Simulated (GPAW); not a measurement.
Runs of GPAW 26.7.0 on Pd. It takes space group Fm-3m (No. 225, cubic). The conventional cell has a = 3.893 Å, b = 3.893 Å, c = 3.893 Å, α = 90.00°, β = 90.00°, γ = 90.00°. Pd (site symmetry m-3m) has 12 Pd at 2.75 Å as nearest neighbours. 

```csv
task,level,potentials or basis,spin,k mesh,cutoff (eV),maxiter,band path,band points,spin axis theta (degrees),spin axis phi (degrees),mesh quality,pressure (GPa),V0 of scaled cells (Å³/atom),B0 (GPa)
band structure,revPBE,"the program's PAW data sets (release 1.2.1) made for this functional, pw","SOC, no magnetisation",9 × 9 × 9,600,150,"GXWKGLUWLK,UX",100,54.7,45,not flagged,10.3,-,-
equation of state,BP86+D4,"PAW data sets generated in the run's folder for this functional, pw",off,9 × 9 × 9,600,150,-,-,-,-,not flagged,-,14.63,200
equation of state,LDA,"the program's PAW data sets (release 1.2.1) made for this functional, other valence, pw",off,9 × 9 × 9,600,150,-,-,-,-,not flagged,-,14.27,(a)
band structure,WC,"PAW data sets generated in the run's folder for this functional, pw","SOC, no magnetisation",9 × 9 × 9,600,150,"GXWKGLUWLK,UX",60,54.7,45,not flagged,-1.2,-,-
band structure,LDA,"the program's PAW data sets (release 1.2.1) made for this functional, pw","SOC, no magnetisation",9 × 9 × 9,600,150,"GXWKGLUWLK,UX",60,90,45,not flagged,(b),-,-
```

Alike in all rows: cell as given; smearing fermi-dirac 0.05 eV.

Problem. Fill in the values left out.

Solution. (a) 227; (b) -8.6.

Caveats: spin-orbit coupling was added after a scalar SCF, so levels and gaps hold it while energy, forces, pressure and moments don't (some runs).
